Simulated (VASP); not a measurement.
Write the native input for VASP 6.6.1 that does the following.

```yaml
Task: single point
Functional: PBE
Potentials_or_basis: VASP PAW PBE potentials, release 64 (Cu)
Cutoff: 520 eV
k_mesh: 10 × 10 × 6
Occupations: methfessel-paxton, width 0.05 eV
Spin: no spin polarisation
Dipole_correction: no
Further_INCAR_settings: ALGO = Normal; EDIFF = 1e-07; NBANDS = 18
```

The structure of Cu lies in POSCAR:

```
Cu
1.0
    2.4646341058      0.0000000000      0.0000000000
   -1.2323170480      2.1344357448      0.0000000000
    0.0000000000      0.0000000000      3.9998406016
Cu
2
Direct
    0.3333333333      0.6666666667      0.2500000000
    0.6666666667      0.3333333333      0.7500000000
```

This isn't the form of Cu at room conditions, which is fcc.

The input as run:

INCAR

```
SYSTEM = Cu
PREC     = Accurate       ! precision mode
ENCUT    = 520            ! plane-wave cutoff, eV
EDIFF    = 1E-7           ! SCF threshold, eV
ISMEAR   = 1              ! smearing method
SIGMA    = 0.05           ! smearing width, eV
LREAL    = .False.        ! projectors in reciprocal space
LASPH    = .True.         ! aspherical terms in the spheres
NELM     = 80             ! most SCF steps
ALGO     = Normal         ! electronic algorithm
ISIF     = 2              ! what is computed and relaxed
LWAVE    = .False.        ! write WAVECAR
LCHARG   = .False.        ! write CHGCAR
GGA      = PE             ! functional
NBANDS   = 18             ! bands
```

KPOINTS

```
Automatic mesh
0
Gamma
  10 10 6
  0 0 0
```

Potentials or basis: VASP PAW PBE potentials, release 64 (Cu).

Launch:

```console
$ cat potpaw_PBE.64/Cu/POTCAR > POTCAR
$ mpirun -np 1 vasp_std > vasp.out
```

Results of the run:

The pressure is 25.7 GPa. The band gap on the k mesh is none (metal or under the smearing width).

Caveat: so large a pressure means that the cell lies far from this level's equilibrium, or that cutoff or potentials fall short.

Run time: 18 s on 1 thread of Intel(R) Xeon(R) Platinum 8559C (Emerald Rapids) (shared host), peak memory 0.13 GiB.
